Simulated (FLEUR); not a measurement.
# FeO (Wuestite) (Fm-3m) in FLEUR: a series of runs, part 2 of 2

FLEUR MaX-R8.1 (patched build s14).

### Step 3. Band structure, RPBE+U, collinear spin, ferromagnetic start

Changes to inp.xml since step 2:

```diff
@@ -6,8 +6,8 @@
    <calculationSetup>
-      <cutoffs Kmax="4.5" Gmax="22.5" GmaxXC="22.5" numbands="all"/>
+      <cutoffs Kmax="4.17" Gmax="12.9" GmaxXC="12.9" numbands="0"/>
       <scfLoop itmax="100" minDistance="0.0002" maxIterBroyd="50" imix="Anderson" alpha="0.05" precondParam="0.0" spinf="2.0"/>
       <coreElectrons ctail="T" frcor="F" kcrel="0" coretail_lmax="0"/>
-      <xcFunctional name="wign" relativisticCorrections="F"/>
+      <xcFunctional name="Rpbe" relativisticCorrections="F"/>
       <magnetism jspins="2"/>
-      <soc l_soc="T" theta="1.5707963" phi="0.0" spav="F"/>
+      <soc l_soc="F" theta="0.0" phi="0.0" spav="F"/>
       <expertModes spex="0" secvar="F"/>
@@ -17,3 +17,3 @@
    <cell>
-      <bzIntegration valenceElectrons="22.0" mode="hist" fermiSmearingEnergy="0.00183747">
+      <bzIntegration valenceElectrons="22.0" mode="hist" fermiSmearingEnergy="0.00367493">
          <kPointListSelection listName="default-1"/>
@@ -35,3 +35,3 @@
          <mtSphere radius="2.14" gridPoints="707" logIncrement="0.017"/>
-         <atomicCutoffs lmax="8" lnonsphr="6"/>
+         <atomicCutoffs lmax="9" lnonsphr="7"/>
          <electronConfig flipSpins="F">
@@ -43,3 +43,3 @@
          <energyParameters s="4" p="4" d="3" f="4"/>
-         <ldaU l="2" U="6.2" J="0.0" l_amf="F"/>
+         <ldaU l="2" U="3" J="0.0" l_amf="F"/>
          <lo type="SCLO" l="0" n="3" eDeriv="0"/>
@@ -51,3 +51,3 @@
          <mtSphere radius="1.63" gridPoints="539" logIncrement="0.02"/>
-         <atomicCutoffs lmax="6" lnonsphr="4"/>
+         <atomicCutoffs lmax="7" lnonsphr="5"/>
          <electronConfig flipSpins="F">
```

File crystal.txt:

```
FeO
&input cartesian=F /
0.0000000000  2.1554000000  2.1554000000
2.1554000000  0.0000000000  2.1554000000
2.1554000000  2.1554000000  0.0000000000
1.8897261246
1.0 1.0 1.0

2
26 0.0000000000  0.0000000000  0.0000000000 : 3.000
8 0.5000000000  0.5000000000  0.5000000000

&kpt div1=11 div2=11 div3=11 gamma=T /
```

Changes to inp.xml (bands) since step 2:

```diff
@@ -6,8 +6,8 @@
    <calculationSetup>
-      <cutoffs Kmax="4.5" Gmax="22.5" GmaxXC="22.5" numbands="all"/>
+      <cutoffs Kmax="4.17" Gmax="12.9" GmaxXC="12.9" numbands="0"/>
       <scfLoop itmax="100" minDistance="0.0002" maxIterBroyd="50" imix="Anderson" alpha="0.05" precondParam="0.0" spinf="2.0"/>
       <coreElectrons ctail="T" frcor="F" kcrel="0" coretail_lmax="0"/>
-      <xcFunctional name="wign" relativisticCorrections="F"/>
+      <xcFunctional name="Rpbe" relativisticCorrections="F"/>
       <magnetism jspins="2"/>
-      <soc l_soc="T" theta="1.5707963" phi="0.0" spav="F"/>
+      <soc l_soc="F" theta="0.0" phi="0.0" spav="F"/>
       <expertModes spex="0" secvar="F"/>
@@ -17,3 +17,3 @@
    <cell>
-      <bzIntegration valenceElectrons="22.0" mode="hist" fermiSmearingEnergy="0.00183747">
+      <bzIntegration valenceElectrons="22.0" mode="hist" fermiSmearingEnergy="0.00367493">
          <kPointListSelection listName="path-1"/>
@@ -35,3 +35,3 @@
          <mtSphere radius="2.14" gridPoints="707" logIncrement="0.017"/>
-         <atomicCutoffs lmax="8" lnonsphr="6"/>
+         <atomicCutoffs lmax="9" lnonsphr="7"/>
          <electronConfig flipSpins="F">
@@ -43,3 +43,3 @@
          <energyParameters s="4" p="4" d="3" f="4"/>
-         <ldaU l="2" U="6.2" J="0.0" l_amf="F"/>
+         <ldaU l="2" U="3" J="0.0" l_amf="F"/>
          <lo type="SCLO" l="0" n="3" eDeriv="0"/>
@@ -51,3 +51,3 @@
          <mtSphere radius="1.63" gridPoints="539" logIncrement="0.02"/>
-         <atomicCutoffs lmax="6" lnonsphr="4"/>
+         <atomicCutoffs lmax="7" lnonsphr="5"/>
          <electronConfig flipSpins="F">
```

Potentials or basis: all-electron, FLAPW.

Launch:

```sh
$ inpgen -f crystal.txt -profile fastHighL
$ # inp.xml edited to the form shown
$ fleur
$ fleur   # second run, on inp.xml (bands)
```

It took 20 s on 1 thread of Intel Xeon 6975P-C (Granite Rapids), shared host; peak memory 0.1 GiB.

It converged, with:

```yaml
Free_energy: -36687.2704 eV
Band_gap_along_the_path: none (metal or under the smearing width)
Net_moment: 4.00 μB per cell
Site_moments: Fe +3.73; O +0.24 μB
Valence_electrons_inside_the_program's_atomic_spheres: Fe 14.16; O 5.28 (radii Fe 2.14, O 1.63 bohr)
```

Levels at the corners of the path, in eV from the Fermi level:
Spin up:
| point | band 9 | band 10 | band 11 | band 12 | band 13 | band 14 | band 15 | band 16 | band 17 | band 18 |
| --- | --- | --- | --- | --- | --- | --- | --- | --- | --- | --- |
| Γ | -5.88 | -5.88 | -4.33 | -4.33 | -4.33 | -0.42 | 14.98 | 16.87 | 16.87 | 16.87 |
| X | -5.49 | -5.49 | -5.00 | -4.93 | -4.93 | 4.75 | 8.37 | 10.17 | 14.29 | 14.29 |
| W | -5.13 | -4.92 | -4.74 | -4.74 | -3.34 | 6.96 | 8.54 | 8.54 | 11.28 | 19.63 |
| K | -5.56 | -5.05 | -4.58 | -4.32 | -3.22 | 6.27 | 8.22 | 8.35 | 13.66 | 16.26 |
| Γ | -5.88 | -5.88 | -4.33 | -4.33 | -4.33 | -0.42 | 14.98 | 16.87 | 16.87 | 16.87 |
| L | -5.18 | -5.18 | -4.32 | -1.73 | -1.73 | 3.63 | 8.04 | 12.03 | 12.03 | 19.39 |
| U | -5.56 | -5.05 | -4.58 | -4.32 | -3.22 | 6.27 | 8.22 | 8.35 | 13.66 | 16.26 |
| W | -5.13 | -4.92 | -4.74 | -4.74 | -3.34 | 6.96 | 8.54 | 8.54 | 11.28 | 19.63 |
| L | -5.18 | -5.18 | -4.32 | -1.73 | -1.73 | 3.63 | 8.04 | 12.03 | 12.03 | 19.39 |
| K | -5.56 | -5.05 | -4.58 | -4.32 | -3.22 | 6.27 | 8.22 | 8.35 | 13.66 | 16.26 |
| U | -5.56 | -5.05 | -4.58 | -4.32 | -3.22 | 6.27 | 8.22 | 8.35 | 13.66 | 16.26 |
| X | -5.49 | -5.49 | -5.00 | -4.93 | -4.93 | 4.75 | 8.37 | 10.17 | 14.29 | 14.29 |
Spin down:
| point | band 7 | band 8 | band 9 | band 10 | band 11 | band 12 |
| --- | --- | --- | --- | --- | --- | --- |
| Γ | -3.91 | -3.91 | -0.72 | -0.72 | -0.72 | 0.13 |
| X | -5.09 | -5.09 | -2.24 | 0.85 | 0.85 | 1.60 |
| W | -6.75 | -6.01 | -0.07 | -0.07 | 0.85 | 1.86 |
| K | -6.71 | -5.34 | -0.88 | 0.65 | 0.71 | 2.05 |
| Γ | -3.91 | -3.91 | -0.72 | -0.72 | -0.72 | 0.13 |
| L | -5.49 | -5.49 | 0.49 | 0.49 | 0.59 | 3.38 |
| U | -6.71 | -5.34 | -0.88 | 0.65 | 0.71 | 2.05 |
| W | -6.75 | -6.01 | -0.07 | -0.07 | 0.85 | 1.86 |
| L | -5.49 | -5.49 | 0.49 | 0.49 | 0.59 | 3.38 |
| K | -6.71 | -5.34 | -0.88 | 0.65 | 0.71 | 2.05 |
| U | -6.71 | -5.34 | -0.88 | 0.65 | 0.71 | 2.05 |
| X | -5.09 | -5.09 | -2.24 | 0.85 | 0.85 | 1.60 |

Eigenvalues of the final occupation matrices:
```csv
site,spin,trace,eigenvalues
atom type 1,1,4.74,0.93 0.93 0.93 0.97 0.97
atom type 1,2,1.04,0.09 0.09 0.29 0.29 0.29
```

Core levels (eV from the Fermi level):
```tsv
atom	levels
1 Fe	1s1/2 -6992.6, 2s1/2 -814.7, 2p1/2 -701.0, 2p3/2 -688.5
2 O	1s1/2 -507.6
```

Caveat: a cell with one magnetic atom can't hold antiferromagnetic order, which such compounds often take.

### Step 4. Density of states, revPBE, collinear spin, random start

File inp.xml:

```xml
<?xml version="1.0" encoding="UTF-8" standalone="no"?>
<fleurInput fleurInputVersion="0.39">
   <comment>
      FeO                                                                                                 
   </comment>
   <calculationSetup>
      <cutoffs Kmax="4.0" Gmax="20.0" GmaxXC="20.0" numbands="0"/>
      <scfLoop itmax="60" minDistance="0.00001" maxIterBroyd="15" imix="Anderson" alpha="0.05" precondParam="0.0" spinf="2.0"/>
      <coreElectrons ctail="T" frcor="F" kcrel="0" coretail_lmax="0"/>
      <xcFunctional name="rpbe" relativisticCorrections="F"/>
      <magnetism jspins="2"/>
      <soc l_soc="F" theta="0.0" phi="0.0" spav="F"/>
      <expertModes spex="0" secvar="F"/>
      <geometryOptimization l_f="F" forcealpha="1.0" forcemix="BFGS" epsdisp="0.00001" epsforce="0.00001"/>
      <ldaU l_linMix="F" mixParam="0.05" spinf="1.0"/>
   </calculationSetup>
   <cell>
      <bzIntegration valenceElectrons="22.0" mode="hist" fermiSmearingEnergy="0.00073499">
         <kPointListSelection listName="default-1"/>
         <!-- k-points included here -->
         <xi:include xmlns:xi="http://www.w3.org/2001/XInclude" href="kpts.xml"> </xi:include>
      </bzIntegration>
      <!-- symmetry operations included here -->
      <xi:include xmlns:xi="http://www.w3.org/2001/XInclude" href="sym.xml"> </xi:include>
[... 29 lines left out ...]
            <coreConfig>(1s1/2)</coreConfig>
            <valenceConfig>(2s1/2) (2p1/2) (2p3/2)</valenceConfig>
            <stateOccupation state="(2p1/2)" spinUp="0.666667" spinDown="0.666667"/>
            <stateOccupation state="(2p3/2)" spinUp="1.333333" spinDown="1.333333"/>
         </electronConfig>
         <energyParameters s="2" p="2" d="3" f="4"/>
         <lo type="SCLO" l="0" n="2" eDeriv="2"/>
         <lo type="SCLO" l="1" n="2" eDeriv="2"/>
         <lo type="SCLO" l="2" n="3" eDeriv="2"/>
      </species>
   </atomSpecies>
   <atomGroups>
      <atomGroup species="Iron (Fe) -2.680">
         <relPos label="                   1">.0000000000 .0000000000 .0000000000</relPos>
         <force calculate="T" relaxXYZ="TTT"/>
      </atomGroup>
      <atomGroup species="Oxygen (O)">
         <relPos label="                   2">1.000/2.000 1.000/2.000 1.000/2.000</relPos>
         <force calculate="T" relaxXYZ="TTT"/>
      </atomGroup>
   </atomGroups>
   <output dos="F" band="F" slice="F">
      <checks vchk="F" cdinf="F"/>
      <bandDOS minEnergy="-.5*Htr" maxEnergy="0.5*Htr" sigma="0.015" storeEVData="T"/>
      <vacuumDOS vacdos="F" integ="F" star="F" nstars="0" locx1="0.0" locy1="0.0" locx2="0.0" locy2="0.0" nstm="0" tworkf="0.0"/>
      <unfoldingBand unfoldBand="F" supercellX="1" supercellY="1" supercellZ="1"/>
      <plotting iplot="0" polar="F">
         <plot TwoD="T" vec1="  1.0  0.0  0.0" vec2="  0.0  1.0  0.0" vec3="  0.0  0.0  1.0" zero="  0.0  0.0  0.0" file="plot"/>
      </plotting>
      <chargeDensitySlicing numkpt="0" minEigenval="0.0" maxEigenval="0.0" nnne="0" pallst="F"/>
      <specialOutput eonly="F"/>
      <magneticCircularDichroism mcd="F" energyLo="-10.0" energyUp="0.0"/>
   </output>
  <!-- We include the file relax.xml here to enable relaxations (see documentation) -->
  <xi:include xmlns:xi="http://www.w3.org/2001/XInclude" href="relax.xml"> <xi:fallback/> </xi:include>
</fleurInput>
```

crystal.txt, as its differences from that of step 3:

```diff
@@ -9,3 +9,3 @@
 2
-26 0.0000000000  0.0000000000  0.0000000000 : 3.000
+26 0.0000000000  0.0000000000  0.0000000000 : -2.680
 8 0.5000000000  0.5000000000  0.5000000000
```

File inp.xml (dos):

```
<?xml version="1.0" encoding="UTF-8" standalone="no"?>
<fleurInput fleurInputVersion="0.39">
   <comment>
      FeO                                                                                                 
   </comment>
   <calculationSetup>
      <cutoffs Kmax="4.0" Gmax="20.0" GmaxXC="20.0" numbands="0"/>
      <scfLoop itmax="60" minDistance="0.00001" maxIterBroyd="15" imix="Anderson" alpha="0.05" precondParam="0.0" spinf="2.0"/>
      <coreElectrons ctail="T" frcor="F" kcrel="0" coretail_lmax="0"/>
      <xcFunctional name="rpbe" relativisticCorrections="F"/>
      <magnetism jspins="2"/>
      <soc l_soc="F" theta="0.0" phi="0.0" spav="F"/>
      <expertModes spex="0" secvar="F"/>
      <geometryOptimization l_f="F" forcealpha="1.0" forcemix="BFGS" epsdisp="0.00001" epsforce="0.00001"/>
      <ldaU l_linMix="F" mixParam="0.05" spinf="1.0"/>
   </calculationSetup>
   <cell>
      <bzIntegration valenceElectrons="22.0" mode="hist" fermiSmearingEnergy="0.00073499">
         <kPointListSelection listName="default-1"/>
         <!-- k-points included here -->
         <xi:include xmlns:xi="http://www.w3.org/2001/XInclude" href="kpts.xml"> </xi:include>
      </bzIntegration>
      <!-- symmetry operations included here -->
[... 29 lines left out ...]
         <electronConfig flipSpins="F">
            <coreConfig>(1s1/2)</coreConfig>
            <valenceConfig>(2s1/2) (2p1/2) (2p3/2)</valenceConfig>
            <stateOccupation state="(2p1/2)" spinUp="0.666667" spinDown="0.666667"/>
            <stateOccupation state="(2p3/2)" spinUp="1.333333" spinDown="1.333333"/>
         </electronConfig>
         <energyParameters s="2" p="2" d="3" f="4"/>
         <lo type="SCLO" l="0" n="2" eDeriv="2"/>
         <lo type="SCLO" l="1" n="2" eDeriv="2"/>
         <lo type="SCLO" l="2" n="3" eDeriv="2"/>
      </species>
   </atomSpecies>
   <atomGroups>
      <atomGroup species="Iron (Fe) -2.680">
         <relPos label="                   1">.0000000000 .0000000000 .0000000000</relPos>
         <force calculate="T" relaxXYZ="TTT"/>
      </atomGroup>
      <atomGroup species="Oxygen (O)">
         <relPos label="                   2">1.000/2.000 1.000/2.000 1.000/2.000</relPos>
         <force calculate="T" relaxXYZ="TTT"/>
      </atomGroup>
   </atomGroups>
   <output dos="T" band="F" slice="F">
      <checks vchk="F" cdinf="F"/>
      <bandDOS minEnergy="-0.8*Htr" maxEnergy="0.5*Htr" sigma="0.005" storeEVData="T"/>
      <vacuumDOS vacdos="F" integ="F" star="F" nstars="0" locx1="0.0" locy1="0.0" locx2="0.0" locy2="0.0" nstm="0" tworkf="0.0"/>
      <unfoldingBand unfoldBand="F" supercellX="1" supercellY="1" supercellZ="1"/>
      <plotting iplot="0" polar="F">
         <plot TwoD="T" vec1="  1.0  0.0  0.0" vec2="  0.0  1.0  0.0" vec3="  0.0  0.0  1.0" zero="  0.0  0.0  0.0" file="plot"/>
      </plotting>
      <chargeDensitySlicing numkpt="0" minEigenval="0.0" maxEigenval="0.0" nnne="0" pallst="F"/>
      <specialOutput eonly="F"/>
      <magneticCircularDichroism mcd="F" energyLo="-10.0" energyUp="0.0"/>
   </output>
  <!-- We include the file relax.xml here to enable relaxations (see documentation) -->
  <xi:include xmlns:xi="http://www.w3.org/2001/XInclude" href="relax.xml"> <xi:fallback/> </xi:include>
</fleurInput>
```

Launch:

```sh
$ inpgen -f crystal.txt -profile fast
$ # inp.xml edited to the form shown
$ fleur
$ # inp.xml edited to the form shown
$ fleur   # second run, on inp.xml (dos)
```

Run time: 26 s. Hardware: 1 thread of Intel Xeon 6975P-C (Granite Rapids), shared host; peak memory 0.1 GiB.

The run converged. Its results:

- Free energy: -36686.9690 eV
- Band gap on the k mesh: none (metal or under the smearing width)
- Net moment: -4.00 μB per cell
- Site moments: Fe -3.61; O -0.30 μB
- Valence electrons inside the program's atomic spheres: Fe 14.18; O 5.24 (radii Fe 2.14, O 1.63 bohr)

Levels at points of the mesh, in eV from the Fermi level:
Spin up:
| k point | band 5 | band 6 | band 7 | band 8 | band 9 | band 10 | band 11 | band 12 | band 13 | band 14 |
| --- | --- | --- | --- | --- | --- | --- | --- | --- | --- | --- |
| (0.00, 0.00, 0.00) | -20.40 | -3.38 | -3.38 | -3.38 | -0.73 | -0.73 | -0.73 | 0.25 | 0.25 | 0.76 |
Spin down:
```
           k point  band 9  band 10  band 11  band 12  band 13  band 14  band 15  band 16  band 17  band 18
(0.00, 0.00, 0.00)   -3.93    -3.93    -3.93    -3.75    -3.75    -0.03    15.21    16.92    16.92    16.92
```

States per cell in windows of 1 eV (zero at the Fermi level; states under -8 eV left out):
| from (eV) | up | down |
| --- | --- | --- |
| -8.0 | 0.46 | 0.67 |
| -7.0 | 0.55 | 1.40 |
| -6.0 | 1.21 | 0.60 |
| -5.0 | 0.71 | 0.22 |
| -4.0 | 0.07 | 1.75 |
| -3.0 | 0.01 | 2.02 |
| -2.0 | 0.21 | 0.71 |
| -1.0 | 0.77 | 0.36 |
| 0.0 | 2.33 | 0.01 |
| 1.0 | 1.09 | 0.03 |
| 2.0 | 0.63 | 0.05 |

Core levels (eV from the Fermi level):
| atom | levels |
| --- | --- |
| 1 Fe | 1s1/2 -6991.9, 2s1/2 -812.2, 2p1/2 -699.4, 2p3/2 -686.9 |
| 2 O | 1s1/2 -507.3 |

Caveat: a cell with one magnetic atom can't hold antiferromagnetic order, which such compounds often take; semilocal functionals often make such compounds metallic where correlation or magnetic order opens a gap, which also shifts bond lengths.

### Step 5. Single point, PBEsol+U, collinear spin, ferromagnetic start, spin-orbit coupling

Changes to inp.xml since step 4:

```diff
@@ -6,8 +6,8 @@
    <calculationSetup>
-      <cutoffs Kmax="4.0" Gmax="20.0" GmaxXC="20.0" numbands="0"/>
-      <scfLoop itmax="60" minDistance="0.00001" maxIterBroyd="15" imix="Anderson" alpha="0.05" precondParam="0.0" spinf="2.0"/>
+      <cutoffs Kmax="5.0" Gmax="25.0" GmaxXC="25.0" numbands="all"/>
+      <scfLoop itmax="100" minDistance="0.0002" maxIterBroyd="50" imix="Anderson" alpha="0.05" precondParam="0.0" spinf="2.0"/>
       <coreElectrons ctail="T" frcor="F" kcrel="0" coretail_lmax="0"/>
-      <xcFunctional name="rpbe" relativisticCorrections="F"/>
+      <xcFunctional name="PBEs" relativisticCorrections="F"/>
       <magnetism jspins="2"/>
-      <soc l_soc="F" theta="0.0" phi="0.0" spav="F"/>
+      <soc l_soc="T" theta="1.5707963" phi="0.0" spav="F"/>
       <expertModes spex="0" secvar="F"/>
@@ -17,3 +17,3 @@
    <cell>
-      <bzIntegration valenceElectrons="22.0" mode="hist" fermiSmearingEnergy="0.00073499">
+      <bzIntegration valenceElectrons="22.0" mode="hist" fermiSmearingEnergy="0.00183747">
          <kPointListSelection listName="default-1"/>
@@ -33,5 +33,5 @@
    <atomSpecies>
-      <species name="Iron (Fe) -2.680" element="Fe" atomicNumber="26">
+      <species name="Iron (Fe) 3.000" element="Fe" atomicNumber="26">
          <mtSphere radius="2.14" gridPoints="707" logIncrement="0.017"/>
-         <atomicCutoffs lmax="6" lnonsphr="4"/>
+         <atomicCutoffs lmax="11" lnonsphr="8"/>
          <electronConfig flipSpins="F">
@@ -39,6 +39,7 @@
             <valenceConfig>(3s1/2) (3p1/2) (3p3/2) (4s1/2) (3d3/2) (3d5/2)</valenceConfig>
-            <stateOccupation state="(3d3/2)" spinUp="1.06" spinDown="1.34"/>
-            <stateOccupation state="(3d5/2)" spinUp="0.6" spinDown="3.0"/>
+            <stateOccupation state="(3d3/2)" spinUp="1.5" spinDown="0.9"/>
+            <stateOccupation state="(3d5/2)" spinUp="3.0" spinDown="0.6"/>
          </electronConfig>
          <energyParameters s="4" p="4" d="3" f="4"/>
+         <ldaU l="2" U="2" J="0.9" l_amf="F"/>
          <lo type="SCLO" l="0" n="3" eDeriv="0"/>
@@ -46,3 +47,2 @@
          <lo type="SCLO" l="1" n="3" eDeriv="1"/>
-         <lo type="SCLO" l="2" n="3" eDeriv="2"/>
          <lo type="SCLO" l="3" n="4" eDeriv="2"/>
@@ -51,3 +51,3 @@
          <mtSphere radius="1.63" gridPoints="539" logIncrement="0.02"/>
-         <atomicCutoffs lmax="5" lnonsphr="3"/>
+         <atomicCutoffs lmax="8" lnonsphr="6"/>
          <electronConfig flipSpins="F">
@@ -65,3 +65,3 @@
    <atomGroups>
-      <atomGroup species="Iron (Fe) -2.680">
+      <atomGroup species="Iron (Fe) 3.000">
          <relPos label="                   1">.0000000000 .0000000000 .0000000000</relPos>
```

File crystal.txt:

```
FeO
&input cartesian=F /
0.0000000000  2.1554000000  2.1554000000
2.1554000000  0.0000000000  2.1554000000
2.1554000000  2.1554000000  0.0000000000
1.8897261246
1.0 1.0 1.0

2
26 0.0000000000  0.0000000000  0.0000000000 : 3.000
8 0.5000000000  0.5000000000  0.5000000000

&soc 1.5707963 0.0 /
&kpt div1=7 div2=7 div3=7 gamma=T /
```

Launch:

```sh
$ inpgen -f crystal.txt -profile precise
$ # inp.xml edited to the form shown
$ fleur
```

It took 5.1 min on 1 thread of Intel Xeon 6975P-C (Granite Rapids), shared host; peak memory 0.28 GiB.

It converged, with:

- Free energy: -36643.5527 eV
- Band gap on the k mesh: none (metal or under the smearing width)
- Net moment: 4.00 μB per cell
- Site moments: Fe +3.63; O +0.28 μB
- Valence electrons inside the program's atomic spheres: Fe 14.19; O 5.22 (radii Fe 2.14, O 1.63 bohr)

Levels at points of the mesh, in eV from the Fermi level:
```csv
k point,band 20,band 21,band 22,band 23,band 24,band 25
"(0.00, 0.00, 0.00)",-3.38,-3.37,-0.79,-0.74,-0.67,-0.14
```

Orbital moments (μB): Fe +0.122; O +0.002

Core levels (eV from the Fermi level):
| atom | levels |
| --- | --- |
| 1 Fe | 1s1/2 -6984.2, 2s1/2 -813.3, 2p1/2 -700.6, 2p3/2 -688.1 |
| 2 O | 1s1/2 -505.5 |

Caveat: the k mesh is coarse (spacing up to 0.36 Å⁻¹), so the values aren't converged; a cell with one magnetic atom can't hold antiferromagnetic order, which such compounds often take.

### Step 6. Summary

```tsv
task	level	spin	U	k mesh	smearing	inpgen profile	hund's J (eV)	around-mean-field double counting	gmax	lmax	kmax	mesh quality	gap on the mesh (eV)	moment (μB)
band structure	RPBE+U	collinear, ferromagnetic start	Fe d U = 3 eV	11 × 11 × 11	fermi-dirac 0.1 eV	fastHighL	0	no	12.9 1/bohr	Fe 9, O 7	4.17 1/bohr	not flagged	-	4.00
density of states	revPBE	collinear, random start	-	11 × 11 × 11	fermi-dirac 0.02 eV	fast	-	-	20 1/bohr	Fe 6, O 5	4 1/bohr	not flagged	none	4.00
single point	PBEsol+U	collinear, ferromagnetic start, SOC	Fe d U = 2 eV, J = 0.9 eV	7 × 7 × 7	fermi-dirac 0.05 eV	precise	0.9	no	25 1/bohr	Fe 11, O 8	5 1/bohr	coarse	none	4.00
```

Alike in all rows: potentials or basis all-electron, FLAPW; cell as given.

Caveats: some runs use coarse meshes; a cell with one magnetic atom can't hold antiferromagnetic order, which such compounds often take; semilocal functionals often make such compounds metallic where correlation or magnetic order opens a gap, which also shifts bond lengths (some runs).

Compare energies only between runs with the same functional and basis.

### Step 7. Against experiment

Step 3. Measured gap of FeO: 2.4 eV (optical; quoted in “W\"ustite: Electric, thermodynamic and optical properties of FeO”, 2012, arxiv:1203.1201). This calculation gives 0.00 eV (-2.40 eV). So large a miss can be the level of theory's own, or it may mean another phase, state or a wrong row. The value is that of RPBE+U, without temperature or zero-point motion. The run's magnetic order (collinear spin, ferromagnetic start) needn't be the measured crystal's.

Step 4. The gap isn't set beside the deposited one, since this odd mesh misses points on the zone boundary.
